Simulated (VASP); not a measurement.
A VASP 6.6.1 single-point calculation on ZnS

INCAR

```
NELM = 81
LREAL = .FALSE.
GGA = PE
LWAVE = .FALSE.
PREC = Accurate
IBRION = -1
IMIX = 1
ISIF = 2
AMIX = 3
ISMEAR = -1
LASPH = .TRUE.
EDIFF = 1E-7
ENCUT = 520
SIGMA = 0.02
LCHARG = .FALSE.
NSW = 0
BMIX = 0.0001
NBANDS = 16
```

KPOINTS

```
KPOINTS created by Atomic Simulation Environment
0
Gamma
8 8 8
0 0 0
```

POSCAR

```
Zn S
 1.0000000000000000
     0.0000000000000000    2.8050821707000000    2.6940858343000000
     2.8050821707000000    0.0000000000000000    2.6940858343000000
     2.8050821707000000    2.8050821707000000    0.0000000000000000
 Zn  S
   1   1
Cartesian
  0.0000000000000000  0.0000000000000000  0.0000000000000000
  1.4025410853500000  1.4025410853500000  1.3470429171500000
```

The recommended PBE PAW datasets give the neutral cell 18 valence electrons.

Command

```
mpirun -np 1 vasp_std
```

OSZICAR

```
N       E                     dE             d eps       ncg     rms          rms(c)
DAV:   1     0.886014227143E+02    0.88601E+02   -0.89078E+03  1896   0.132E+03
DAV:   2    -0.132843878903E+01   -0.89930E+02   -0.84281E+02  2120   0.256E+02
DAV:   3    -0.719536924860E+01   -0.58669E+01   -0.58419E+01  2440   0.635E+01
DAV:   4    -0.725813577948E+01   -0.62767E-01   -0.62754E-01  2256   0.686E+00
DAV:   5    -0.725893279973E+01   -0.79702E-03   -0.79700E-03  2488   0.733E-01    0.603E+00
DAV:   6    -0.246392952457E+02   -0.17380E+02   -0.54768E+01  2968   0.256E+02    0.167E+01
DAV:   7    -0.115542707405E+04   -0.11308E+04   -0.71778E+03  3104   0.558E+02    0.939E+02
DAV:   8    -0.271897583674E+05   -0.26034E+05   -0.15653E+05  3304   0.193E+03    0.288E+03
```

Standard output (part)

```
POSCAR found type information on POSCAR ZnS
 POSCAR found :  2 types and       2 ions
 LDA part: xc-table for (Slater+PW92), standard interpolation
 POSCAR, INCAR and KPOINTS ok, starting setup
 WAVECAR not read
 entering main loop
|     EEEEEEE  RRRRRR   RRRRRR   OOOOOOO  RRRRRR      ###     ###     ###     |
|     E        R     R  R     R  O     O  R     R     ###     ###     ###     |
|     E        R     R  R     R  O     O  R     R     ###     ###     ###     |
|     EEEEE    RRRRRR   RRRRRR   O     O  RRRRRR       #       #       #      |
|     E        R    R   R    R   O     O  R    R      ###     ###     ###     |
|     EEEEEEE  R     R  R     R  OOOOOOO  R     R     ###     ###     ###     |
|     ERROR FEXCP: supplied Exchange-correletion table                        |
|      is too small, maximal index : 5833                                     |
|       ---->  I REFUSE TO CONTINUE WITH THIS SICK JOB ... BYE!!! <----       |
```

VASP stopped with an error.

The fault: mixing far too strong.

The run took about 26 s on one core of a shared host (Intel Xeon Platinum 8488C) and held 0.18 GiB at most.
